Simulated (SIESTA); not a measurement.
The system is CaO.

```
CELL_PARAMETERS angstrom
0.00000 2.40356 2.40356
2.40356 0.00000 2.40356
2.40356 2.40356 0.00000
ATOMIC_POSITIONS crystal
Ca 0.00000 0.00000 0.00000
O 0.50000 0.50000 0.50000
```

The cell is a database's computed one.

Base run:

```yaml
Program: SIESTA 5.4.2
Functional: PBE
Potentials_or_basis: PseudoDojo 0.4 standard (PBE files)
Basis: DZP (energy shift 0.003 Ry; two zetas on semicore shells; d shell added on Ca)
Grid_cutoff: 800 Ry
Energy_shift: 0.003 Ry
k_mesh: 10 × 10 × 10
Occupations: fermi-dirac, width 0.05 eV
Spin: no spin polarisation
```

Its results: band gap on the k mesh 3.63 eV, indirect (least direct gap 4.01 eV); pressure 2.2 GPa.

Problem. The run is repeated on the same cell with these changes: functional from PBE to vdW-DF-cx. What comes out?

Solution. Band gap on the k mesh 3.63 eV, indirect (least direct gap 4.01 eV); pressure -1.1 GPa.

Caveats: the basis of atomic orbitals isn't converged, which shifts pressures, moduli and gaps; the potentials were made for another functional, which shifts forces and pressure (some runs).

Not every run made on this cell is shown here.
